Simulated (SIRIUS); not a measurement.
Here is a SIRIUS 7.12.0 calculation.

Contents of sirius.json:

```json
{
  "control": {
    "processing_unit": "cpu",
    "verbosity": 2,
    "num_bands_to_print": 14,
    "print_forces": true,
    "print_stress": true
  },
  "parameters": {
    "electronic_structure_method": "pseudopotential",
    "xc_functionals": ["XC_GGA_X_PBE_SOL", "XC_GGA_C_PBE_SOL"],
    "gk_cutoff": 9.0,
    "pw_cutoff": 18.0,
    "ngridk": [12, 12, 12],
    "shiftk": [0, 0, 0],
    "smearing": "fermi_dirac",
    "smearing_width": 0.0018374661,
    "num_bands": 14,
    "num_mag_dims": 0,
    "num_dft_iter": 100,
    "energy_tol": 1e-08,
    "density_tol": 1e-06
  },
  "iterative_solver": {
    "type": "davidson",
    "min_tolerance": 1e-10
  },
  "mixer": {
    "type": "anderson",
    "beta": 0.7,
    "max_history": 8
  },
  "settings": {
    "tol_ne": 1e-10,
    "pseudo_grid_cutoff": 6.5
  },
  "unit_cell": {
    "lattice_vectors": [
      [-2.981192249961, 2.986167898847, 5.124612217092],
      [2.96118571948, -2.918262480285, 5.073506463777],
      [3.03166683475, 2.968737065074, -5.085135838348]
    ],
    "atom_coordinate_units": "lattice",
    "atom_types": ["Sb"],
    "atom_files": {
      "Sb": "Sb.json"
    },
    "atoms": {
      "Sb": [
        [0.017747, 0.004665, 0.017007]
      ]
    }
  }
}
```

Potentials or basis: PseudoDojo 0.4.1 PBEsol standard (scalar relativistic).

The run is started by

```bash
$ upf_to_json Sb.upf
$ OMP_NUM_THREADS=4 sirius.scf --input=sirius.json --output=out.json --task=0
```

(1) What does it give for the band gap on the k mesh?

(2) What does it give for the pressure?

Results:

(1) none (metal or under the smearing width).

(2) -1.3 GPa.
